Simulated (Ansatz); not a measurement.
# Niobium (simple cubic) across density functionals

All rows: Ansatz, plane waves with scalar-relativistic PAW, 420 eV (500 eV for the SCAN forms), relaxed under each functional, no dispersion correction, no zero-point motion. B₀ comes from uniform scaling at fixed shape; a dash is a value not given.

| functional | V (Å³/atom) | cell | B₀ (GPa) | magnetic state | ΔE to bcc (meV/atom) |
| --- | --- | --- | --- | --- | --- |
| PBE | 20.14 | a = 2.721 Å | 133 | spin not included | 989 |
| PBEsol | 19.38 | a = 2.686 Å | 145 | spin not included | 1027 |
| LDA | 18.94 | a = 2.666 Å | 153 | spin not included | 1014 |
| revPBE | 20.41 | a = 2.733 Å | 128 | spin not included | 982 |
| RPBE | 20.52 | a = 2.738 Å | 127 | spin not included | 978 |
| BLYP | 21.07 | a = 2.762 Å | 120 | spin not included | 811 |

**Question.** What does r²SCAN give?

**Answer.** V (Å³/atom): 19.89; cell: a = 2.709 Å; B₀ (GPa): 139; magnetic state: spin not included; ΔE to bcc (meV/atom): 1020.
